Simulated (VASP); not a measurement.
# CuO (Tenorite) (C2/c) in VASP: a series of runs, part 2 of 2

VASP 6.6.1.

### Step 4. Single point, PBEsol+D4

This run uses another cell than the first one, of 9.93 Å³/atom, 1.043 times its volume.

Contents of INCAR:

```
SYSTEM = CuO
  PREC = Accurate
  ENCUT = 520
  EDIFF = 1E-6
  ISMEAR = -1
  SIGMA = 0.05
  LREAL = .FALSE.
  LASPH = .TRUE.
  NELM = 60
  ALGO = Normal
  ISIF = 2
  LWAVE = .FALSE.
  LCHARG = .TRUE.
  GGA = PS
  IVDW = 13
  LELF = .TRUE.
  LVHAR = .TRUE.
  NBANDS = 25
```

Contents of KPOINTS:

```
regular mesh
0
G
  10 10 5
  0 0 0
```

Contents of POSCAR:

```
CuO
1.0
    2.3261324123     -1.6998144190      0.0000000000
    2.3261324123      1.6998144190      0.0000000000
   -0.8443223728      0.0000000000      5.0239229397
Cu O
2 2
Direct
    0.5000000000      0.0000000000      0.5000000000
    0.0000000000      0.5000000000      0.0000000000
    0.4184000000      0.5816000000      0.7500000000
    0.5816000000      0.4184000000      0.2500000000
```

Launch:

```
cat potpaw_PBE.64/Cu/POTCAR potpaw_PBE.64/O/POTCAR > POTCAR
mpirun -np 1 vasp_std > vasp.out
```

Run time: 68 s. Hardware: 1 thread of AMD EPYC 9R45 (Zen 5), shared host; peak memory 0.21 GiB.

The run converged. Its results:

```yaml
Free_energy: -22.0892 eV
Pressure: -0.9 GPa
Largest_force: 0.255 eV/Å
Band_gap_on_the_k_mesh: none (metal or under the smearing width)
Dispersion_energy_per_atom: -0.184 eV
```

Forces on the atoms (eV/Å):
```
Cu   0.000  0.000  0.000
Cu   0.000  0.000  0.000
O    0.000 -0.255  0.000
O    0.000  0.255  0.000
```

Stress tensor (GPa, compression positive):
```
-1.11  0.00 -1.09
 0.00  0.32  0.00
-1.09  0.00 -2.05
```

Levels at points of the mesh, in eV from the Fermi level:
| k point | band 13 | band 14 | band 15 | band 16 | band 17 | band 18 | band 19 | band 20 | band 21 | band 22 |
| --- | --- | --- | --- | --- | --- | --- | --- | --- | --- | --- |
| (0.00, 0.00, 0.00) | -2.45 | -2.27 | -2.21 | -1.69 | 0.22 | 0.97 | 1.75 | 5.93 | 8.24 | 13.35 |
| (0.50, 0.00, 0.00) | -2.09 | -1.63 | -1.54 | -1.44 | 0.00 | 0.25 | 4.77 | 6.31 | 7.01 | 11.14 |
| (0.50, 0.50, 0.00) | -2.19 | -2.18 | -1.70 | -1.24 | -0.66 | 1.10 | 3.18 | 7.10 | 8.47 | 10.14 |

Caveat: the PAW data sets were made with another functional, which shifts forces and pressure a little; the run has no spin polarisation, though such a crystal can be magnetic; semilocal functionals often make such compounds metallic where correlation or magnetic order opens a gap, which also shifts bond lengths; pairwise dispersion overbinds metals, which lowers pressure and volume. With open d or f shells a metallic result of PBEsol can be an artefact of self-interaction; +U or a hybrid may open a gap.

### Step 5. Single point, PBEsol+D4

This run uses another cell than the first one, of 9.73 Å³/atom, 1.021 times its volume.

Contents of INCAR:

```
  ALGO = Normal
  EDIFF = 1E-6
  ENCUT = 520
  GGA = PS
  ISIF = 2
  ISMEAR = -1
  IVDW = 13
  LASPH = T
  LCHARG = F
  LREAL = F
  LWAVE = F
  NBANDS = 25
  NELM = 100
  PREC = Accurate
  SIGMA = 0.05
```

Contents of KPOINTS:

```
k-points
0
Gamma
  10 10 5
```

Contents of POSCAR:

```
CuO
1.0
    2.3101994985     -1.6881714891      0.0000000000
    2.3101994985      1.6881714891      0.0000000000
   -0.8385391614      0.0000000000      4.9895114286
Cu O
2 2
Direct
    0.5000000000      0.0000000000      0.5000000000
    0.0000000000      0.5000000000      0.0000000000
    0.4184000000      0.5816000000      0.7500000000
    0.5816000000      0.4184000000      0.2500000000
```

Potentials or basis: VASP PAW PBE potentials, release 64 (Cu, O).

Launch:

```
cat potpaw_PBE.64/Cu/POTCAR potpaw_PBE.64/O/POTCAR > POTCAR
mpirun -np 1 vasp_std > vasp.out
```

OUTCAR:

```text
EDIFF = 1E-6
   ENCUT = 520
   GGA = PS
   ISIF = 2
   ISMEAR = -1
   IVDW = 13
   LASPH = T
   LREAL = F
   NELM = 100
   PREC = Accurate

 ion  position               nearest neighbor table
   1  0.500  0.000  0.500-   3 1.92   4 1.92   4 1.93   3 1.93
   2  0.000  0.500  0.000-   4 1.92   3 1.92   4 1.93   3 1.93
   3  0.418  0.582  0.750-   2 1.92   1 1.92   2 1.93   1 1.93
   4  0.582  0.418  0.250-   1 1.92   2 1.92   2 1.93   1 1.93

  LATTYP: Found a base centered monoclinic cell.
 ALAT       =     4.6203989970
[... 878 lines left out ...]
  FORCE on cell =-STRESS in cart. coord.  units (eV):
  Direction    XX          YY          ZZ          XY          YZ          ZX
  --------------------------------------------------------------------------------------
  -------------------------------------------------------------------------------------
  Total       0.77139     0.84364     0.67415     0.00000     0.00000    -0.40077
  in kB      31.75616    34.73061    27.75327     0.00000     0.00000   -16.49865
  external pressure =       31.41 kB  Pullay stress =        0.00 kB

 VOLUME and BASIS-vectors are now :
 -----------------------------------------------------------------------------
  energy-cutoff  :      520.00
  volume of cell :       38.92
      direct lattice vectors                 reciprocal lattice vectors
     2.310199498 -1.688171489  0.000000000     0.216431525 -0.296178441  0.036373563
     2.310199498  1.688171489  0.000000000     0.216431525  0.296178441  0.036373563
    -0.838539161  0.000000000  4.989511429     0.000000000  0.000000000  0.200420425

 POSITION                                       TOTAL-FORCE (eV/Angst)
 -----------------------------------------------------------------------------------
      0.73583     -0.84409      2.49476        -0.000000      0.000000     -0.000000
      1.15510      0.84409      0.00000        -0.000000      0.000000     -0.000000
      1.68130      0.27551      3.74213         0.000000     -0.184862     -0.000000
      2.10056     -0.27551      1.24738         0.000000      0.184862      0.000000
 -----------------------------------------------------------------------------------
    total drift:                                0.000000     -0.000000     -0.000000

  FREE ENERGIE OF THE ION-ELECTRON SYSTEM (eV)
  ---------------------------------------------------
  free  energy   TOTEN  =       -22.0826677317 eV

  energy  without entropy=      -22.0639534609  energy(sigma->0) =      -22.07331060
```

OSZICAR:

```text
N       E                     dE             d eps       ncg     rms          rms(c)
DAV:   1     0.292770426584E+03    0.29277E+03   -0.16484E+04  7546   0.220E+03
DAV:   2     0.901407336242E+01   -0.28376E+03   -0.26203E+03  7128   0.400E+02
DAV:   3    -0.260893167237E+02   -0.35103E+02   -0.33160E+02  8794   0.155E+02
DAV:   4    -0.272488019358E+02   -0.11595E+01   -0.11533E+01  8678   0.304E+01
DAV:   5    -0.272687237666E+02   -0.19922E-01   -0.19912E-01  9316   0.352E+00    0.173E+01
DAV:   6    -0.246699036188E+02    0.25988E+01   -0.35100E+01  9947   0.155E+02    0.129E+01
DAV:   7    -0.212900846769E+02    0.33798E+01   -0.95217E+00  8526   0.115E+02    0.255E+00
DAV:   8    -0.213748938724E+02   -0.84809E-01   -0.14059E+00  7596   0.818E+00    0.164E+00
DAV:   9    -0.213347383464E+02    0.40156E-01   -0.49373E-02 11940   0.619E+00    0.433E-01
DAV:  10    -0.213320193812E+02    0.27190E-02   -0.10981E-02 10285   0.143E+00    0.315E-01
DAV:  11    -0.213310793486E+02    0.94003E-03   -0.50880E-03 10842   0.694E-01    0.464E-02
DAV:  12    -0.213311057727E+02   -0.26424E-04   -0.27658E-04  9564   0.187E-01    0.330E-02
DAV:  13    -0.213311230599E+02   -0.17287E-04   -0.15429E-05 10682   0.561E-02    0.867E-03
DAV:  14    -0.213311218901E+02    0.11698E-05   -0.52100E-07  5315   0.201E-02    0.523E-03
DAV:  15    -0.213311217461E+02    0.14407E-06   -0.28164E-06  5591   0.157E-02
   1 F= -.22082668E+02 E0= -.22073311E+02  d E =-.187143E-01
```

stdout:

```text
POSCAR found type information on POSCAR CuO
 POSCAR found :  2 types and       4 ions
 scaLAPACK will be used
 -----------------------------------------------------------------------------
|                                                                             |
|                                                                             |
|     You enforced a specific xc type in the INCAR file but a different       |
|     I HOPE YOU KNOW WHAT YOU ARE DOING!                                     |
|                                                                             |
 -----------------------------------------------------------------------------

 LDA part: xc-table for (Slater+PW92), standard interpolation
 POSCAR, INCAR and KPOINTS ok, starting setup
 FFT: planning ... GRIDC
 FFT: planning ... GRID_SOFT
 FFT: planning ... GRID
 WAVECAR not read
 entering main loop
```

It took 69 s on 1 thread of AMD EPYC 9R45 (Zen 5), shared host; peak memory 0.21 GiB.

Results:

| Property | Result |
| --- | --- |
| Free energy | -22.0827 eV |
| Pressure | 3.1 GPa |
| Largest force | 0.185 eV/Å |
| Band gap on the k mesh | none (metal or under the smearing width) |
| Dispersion energy per atom | -0.188 eV |

Forces on the atoms (eV/Å):
```
Cu   0.000  0.000  0.000
Cu   0.000  0.000  0.000
O    0.000 -0.185  0.000
O    0.000  0.185  0.000
```

Caveat: the PAW data sets were made with another functional, which shifts forces and pressure a little; the run has no spin polarisation, though such a crystal can be magnetic; semilocal functionals often make such compounds metallic where correlation or magnetic order opens a gap, which also shifts bond lengths; pairwise dispersion overbinds metals, which lowers pressure and volume. With open d or f shells a metallic result of PBEsol can be an artefact of self-interaction; +U or a hybrid may open a gap.

### Step 6. Summary

```csv
level,cell,gap on the mesh (eV),pressure (GPa),largest force (eV/Å)
revPBE,"C2/c, 9.53 Å³/atom",none,24.4,0.06
PBE,"C2/c, 10.34 Å³/atom",none,2.9,0.28
PBEsol+D4,"C2/c, 9.93 Å³/atom",none,-0.9,0.26
PBEsol+D4,"C2/c, 9.73 Å³/atom",none,3.1,0.18
```

Alike in all rows: task single point; potentials or basis VASP PAW PBE potentials, release 64 (Cu, O); no spin polarisation; k mesh 10 × 10 × 5; cutoff (eV) 520; smearing fermi-dirac 0.05 eV.

Every run on the cell as given and a fine mesh finds a metal. The pressure there spans -0.9 GPa (PBEsol+D4) to 24.4 GPa (revPBE); a positive pressure means that this level wants a larger cell, a negative one a smaller.

Caveats: the run has no spin polarisation, though such a crystal can be magnetic; semilocal functionals often make such compounds metallic where correlation or magnetic order opens a gap, which also shifts bond lengths; the PAW data sets were made with another functional, which shifts forces and pressure a little (some runs); pairwise dispersion overbinds metals, which lowers pressure and volume (some runs); so large a pressure means that the cell lies far from this level's equilibrium, or that cutoff or potentials fall short (some runs); the potentials were made for another functional, which shifts forces and pressure (some runs).

Absolute energies hang on the potentials; compare differences alone.
